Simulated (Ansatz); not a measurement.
The system is SiNi.

```
Ni Si
1.0
     2.94277    0.00000    0.00000
     0.00000    3.28033    0.00000
     0.00000    0.00000    4.67745
Ni Si
2 2
Direct
  0.50000 0.50000 0.34250
  0.00000 0.00000 0.65750
  0.50000 0.50000 0.84314
  0.00000 0.00000 0.15686
```

The cell is a database's computed one.

Program: Ansatz 0.2.0. Alike in all runs: potentials or basis Ansatz PAW; spin collinear, ferromagnetic start; cell as given; k mesh 9 × 8 × 6; smearing fermi-dirac 0.05 eV.

Question: Order these runs on this cell by their pressure, lowest first.
A. level LDA; cutoff (eV) 420; points for each segment of the path 14
B. level PBE; cutoff (eV) 800
C. level BLYP; cutoff (eV) 420; points for each segment of the path 14
D. level PBEsol; cutoff (eV) 420

Answer: A (-4.9 GPa), D (0.2 GPa), B (6.7 GPa), C (15.6 GPa).

Caveats: the starting moments weren't kept; the PAW data sets come from PBE, with cores solved anew for the run's functional, which leaves a small shift of forces and pressure (some runs); so large a pressure means that the cell lies far from this level's equilibrium, or that cutoff or potentials fall short (some runs).
